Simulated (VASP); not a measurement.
Wanted: the native input for a VASP 6.6.1 run.

```yaml
Task: relaxation of cell and atoms
Functional: PBEsol
Dispersion: rVV10
Potentials_or_basis: VASP PAW PBE potentials, release 64 (As)
Cutoff: 600 eV
k_mesh: 10 × 10 × 10
Occupations: fermi-dirac, width 0.05 eV
Spin: no spin polarisation
Further_INCAR_settings: ALGO = Normal; EDIFF = 1e-06; IBRION = 2; EDIFFG = -0.01; NSW = 40; ISIF = 3
```

The structure of As lies in POSCAR:

```
As
1.0
    2.7036817444      0.0000000000      0.0000000000
    0.0000000000      2.7036817444      0.0000000000
    0.0000000000      0.0000000000      2.7036817444
As
1
Direct
    0.5000000000      0.5000000000      0.5000000000
```

This isn't the form of As at room conditions, which is rhombohedral.

The input as run:

INCAR

```
SYSTEM = As
PREC     = Accurate       ! precision mode
ENCUT    = 600            ! plane-wave cutoff, eV
EDIFF    = 1E-6           ! SCF threshold, eV
ISMEAR   = -1             ! smearing method
SIGMA    = 0.05           ! smearing width, eV
LREAL    = .FALSE.        ! projectors in reciprocal space
LASPH    = .TRUE.         ! aspherical terms in the spheres
NELM     = 100            ! most SCF steps
ALGO     = Normal         ! electronic algorithm
ISIF     = 3              ! what is computed and relaxed
LWAVE    = .FALSE.        ! write WAVECAR
LCHARG   = .FALSE.        ! write CHGCAR
GGA      = PS             ! functional
LUSE_VDW = .TRUE.       
IVDW_NL  = 2            
BPARAM   = 20.0         
CPARAM   = 0.0093       
IBRION   = 2              ! ionic algorithm
NSW      = 40             ! ionic steps
EDIFFG   = -0.01          ! ionic threshold
```

KPOINTS

```
Automatic mesh
0
G
  10 10 10
  0 0 0
```

Potentials or basis: VASP PAW PBE potentials, release 64 (As).

Run with:

```console
$ cat potpaw_PBE.64/As/POTCAR > POTCAR
$ mpirun -np 1 vasp_std > vasp.out
```

Results of the run:

```
Relaxed volume                         : 19.42 Å³/atom
Relaxed cell                           : a = 2.688 Å, b = 2.688 Å, c = 2.688 Å, α = 90.00°, β = 90.00°, γ = 90.00°
Space group after relaxing (to 0.05 Å) : Pm-3m (No. 221)
Energy gained by relaxing              : 1.7 meV/atom
Ionic steps                            : 3
Pressure after relaxing                : 0.0 GPa
Band gap on the k mesh                 : none (metal or under the smearing width)
```

Caveat: the PAW data sets were made with another functional, which shifts forces and pressure a little.

It took 34 s on 1 thread of AMD EPYC 7R13 Processor (Zen 3), with other jobs on the host, peak memory 0.18 GiB.
